**Q:** This is a PBEsol calculation of the zone-centre vibrations of barium titanate in its orthorhombic form. Rows 1 and 10 are blank. Can we work out what they must be?

Zone-centre optical modes of BaTiO3 (space group Amm2, 5 atoms in the cell, conventional a = 3.950, b = 5.657, c = 5.679 Å), without the longitudinal term; imaginary frequencies are written as negative. Ansatz 0.2.0, density-functional perturbation theory with PBEsol and plane-wave PAW, cutoff 420 eV, k mesh 6×6×6, fixed occupations.

```tsv
row	phonon frequency (cm⁻¹)	phonon infrared intensity ((debye/Å)²/amu)
1	?	?
2	163.6	10.2
3	167.0	5.61
4	170.1	1.88
5	240.1	53.1
6	277.9	0.688
7	281.6	40.6
8	287.9	0
9	295.5	1.84
10	?	?
11	475.6	9.05
12	518.2	10.8
```

**A:** We can get some way by asking which motions are still unaccounted for. The phonon frequency rises with the stiffness of a motion and falls with the moving mass. The phonon infrared intensity tells how strongly a mode shakes the electric dipole. It is the squared change of dipole with displacement, divided by the moving mass. Two pairs stand out: rows 5 and 7 alone hold 70 % of the known intensity, and rows 11 and 12 vibrate much faster than the other known rows.

**Q:** How do you find a missing motion without seeing which atoms move?

**A:** By going back to the cubic parent crystal. Its twelve optical modes form four triplets, each being one pattern of motion along three equivalent directions. In one pattern titanium moves against oxygen, in another barium moves against the rest, and in a third the oxygen cage is distorted. These three carry a dipole. In the fourth, oxygen atoms move against each other and the dipole cancels.

The orthorhombic crystal is polarised along c, so the three directions are no longer equivalent and each triplet splits. Rows 2 to 4 look like the barium triplet. Rows 6, 8 and 9 look like the silent one, two of them having picked up a little intensity. Row 8 stays at exactly zero because symmetry demands it: two equivalent oxygen atoms move oppositely along a while the other atoms rest.

**Q:** That leaves rows 5 and 7 as two strong modes, and rows 11 and 12 as two fast ones.

**A:** Yes, and each pair lacks a third member. The known frequencies rise down the table, so row 1 should lie below row 2, far too low for a cage distortion. I therefore put the missing strong mode in row 1 and the missing cage mode in row 10. Apart from row 8, this sorting is so far an argument from symmetry and pattern, since the calculation supplies no atomic displacements.

**Q:** Why should one strong mode be so much softer than its two partners?

**A:** Think of a marble resting on a mountain pass. Along the ridge it is held, but across the ridge it rolls down. Here the polarisation is held in length and held against turning towards b, but tilting it towards a leads to the rhombohedral phase, which is known to be lower in energy. The picture covers only the direction of the instability: a marble has one mass and a fixed landscape, whereas a phonon moves several atoms and couples to the shape of the cell.

**Q:** Can you put a number on the slope?

**A:** Let $u$ be the polar displacement, with components along the three cube axes. The simplest energy with the right symmetry is

$$E=-\tfrac12\kappa u^2+\alpha u^4+\gamma\,(u_x^2u_y^2+u_y^2u_z^2+u_z^2u_x^2).$$

Here $\kappa$ drives the distortion, $\alpha$ limits it, and a negative $\gamma$ favours diagonal directions. Let $r$ be the depth of the orthorhombic well divided by that of the tetragonal one, both measured from the cubic crystal. Minimising $E$ for each phase gives $r=4\alpha/(4\alpha+\gamma)$. At the orthorhombic minimum the curvature is $2\kappa$ along the polarisation and $-\kappa(r-1)$ along a. With the same effective mass for both motions,

$$\omega_a^2=-\tfrac12(r-1)\,\omega_c^2,$$

where $\omega_a$ and $\omega_c$ are the frequencies of the strong modes along a and c.

I take row 7, the stiffer of the two strong modes, as $\omega_c$, and a roughly recalled depth ratio of 1.3. The size of the frequency is then $281.6\times\sqrt{0.3/2}\approx109$ cm⁻¹, and it is imaginary: the energy falls when the atoms move along this mode. Such a frequency is written with a minus sign.

**Q:** How far would you trust that?

**A:** My forecast for row 1 is −109 cm⁻¹, with a range from −180 to −40. The same energy can be read another way, with row 5 as the turning of the polarisation towards b, and then it gives about −170. I trust that reading less, because the cell is held fixed while the atoms vibrate, and this should stiffen the turning motion. The fixed cell also resists shear, which works against the tilt towards a. But b and c differ by only 0.4 %, so the polarisation couples weakly to shear, and I leave a real frequency outside the range.

**Q:** And its intensity?

**A:** There is a budget for that. The intensities of all modes polarised along a must add up to the sum, over the atoms, of squared Born charge divided by mass. A Born charge is the dipole created per unit displacement of an atom. The run's own charges would give much of the answer away, so I keep them for a check afterwards and use roughly recalled ones, which give a budget of about 79 (debye/Å)²/amu.

The barium mode along a should take about 6, the mean of rows 2 to 4, and the cage mode about 4. What remains for row 1 is 69, with a range from 55 to 85. That would make it the strongest mode of all.

**Q:** Why only 4 for the cage mode? Rows 11 and 12 average about 10.

**A:** A pure cage distortion along a would have about 11, much like those two rows. But real modes mix. In the cubic crystal the soft mode blends titanium motion with cage distortion so that their dipoles add, and in the fast mode they then partly cancel. I expect the a direction to keep this cubic habit, because a is the one cube axis along which the polarisation has no component, whereas b and c are diagonals of the two polarised cube axes. So I give row 10 about 5 % of the budget, a recalled share. The forecast is 4, with a range from 0.5 to 11 that includes the possibility that it resembles its partners.

For its frequency I take the roughly recalled value of the cubic crystal, 470 cm⁻¹, with a range from 440 to 476. The upper end is set by row 11.

**Q:** Then let us see the two rows.

The withheld rows as computed:

```tsv
row	phonon frequency (cm⁻¹)	phonon infrared intensity ((debye/Å)²/amu)
1	-75.3	75.2
10	468.3	4.12
```

**A:** All four values fall inside their ranges, but they are not equally good tests. Row 1 is imaginary and the strongest mode, as argued. Its frequency is −75 cm⁻¹, so the forecast made the instability too strong by 34 cm⁻¹. Since curvature goes with the square of frequency, the model overstated the downward curvature by a factor of about two. The other reading, −170, was much further off.

**Q:** What went wrong?

**A:** Not the depth ratio alone. To match row 1 the formula would need $1+2\,(75.3/281.6)^2\approx1.14$. But in the same model row 5, as the turning towards b, would need $1+(240.1/281.6)^2\approx1.73$, and no single ratio serves both. The model leaves out that the cell is held fixed, and this should act unequally. Changing the length of the polarisation, or turning it towards b, changes how long the cube edges want to be. That coupling is strong: the two polarised edges, 4.008 Å, are 1.5 % longer than a. So rows 5 and 7 should both be stiffened, row 5 the more. Tilting towards a couples only to shear, which is weak here, so row 1 itself should hardly change. The forecast then overshoots partly because row 7, its yardstick, is too stiff. One expects too small a ratio from row 1 and too large a one from row 5, which is the pattern we see. The motions may also differ in effective mass, or row 7 may mix the polar motion along c with others, and this calculation can't separate these shares. The polar modes of this material also react strongly to volume and functional, and PBEsol ran here on PAW datasets made for PBE, so the size of this instability is less secure than its direction.

**Q:** The intensities look better.

**A:** Row 1 has 75 where I forecast 69, a miss of 8 % of the computed value. Yet rows 1 and 10 together already use up the whole budget of 79 and leave nothing for the barium mode, so the recalled charges were somewhat too small. The run's own Born charges give a budget of about 81. That leaves about 2 for the barium mode, and of rows 2 to 4 only row 4 fits. So about two thirds of the miss came from granting that mode 6 instead of 2, and most of the rest from the recalled charges.

The same sum rule checks the other two directions, if we also count the dipole that two of the oxygen atoms create at right angles to their displacement. Rows 2, 5, 6 and 11 fill the budget of 73 along b, and rows 3, 7, 9 and 12 fill that of 59 along c. So the strong modes are sorted as I assumed: row 1 along a, row 5 along b and row 7 along c.

Row 10 agrees closely in both columns: 468 cm⁻¹ and an intensity of 4.1. Both forecasts were borrowed from roughly recalled values for the cubic crystal, so agreement this close is partly luck. The mixing itself has support in the run's charges: a mode along a with no cage motion could reach at most the budget less the share of a pure cage distortion, about 70, and row 1 has 75. So row 1 must contain some cage motion whose dipole adds. How much would take the atomic displacements, and whether the cage mode along a is little changed by a polarisation at right angles to it would take the same calculation on the cubic crystal.

**Q:** I make capacitor films. Does an imaginary mode matter to me?

**A:** It matters if you want a permittivity from such a calculation. Each mode contributes in proportion to its intensity divided by its squared frequency. Along b, row 5 thus counts about $(53.1/9.05)\times(475.6/240.1)^2\approx23$ times as much as row 11 and about 2.4 times as much as the barium mode of row 2, so the strong soft mode leads and the fast one hardly matters. For row 1 the same formula gives a large negative contribution, which is no usable permittivity but a sign that the crystal is not at an energy minimum. The real orthorhombic phase exists somewhat below room temperature because thermal motion stabilises it, and a harmonic calculation leaves that out.

**Q:** What would I find in the neighbouring phases of the same compound?

**A:** Count the cube axes along which no polarisation has formed. In calculations of this kind the cubic crystal has three unstable strong modes, the tetragonal one two, the orthorhombic one a single mode as here, and the rhombohedral ground state none. Each component of the polarisation that forms turns one unstable strong mode into a stable one.
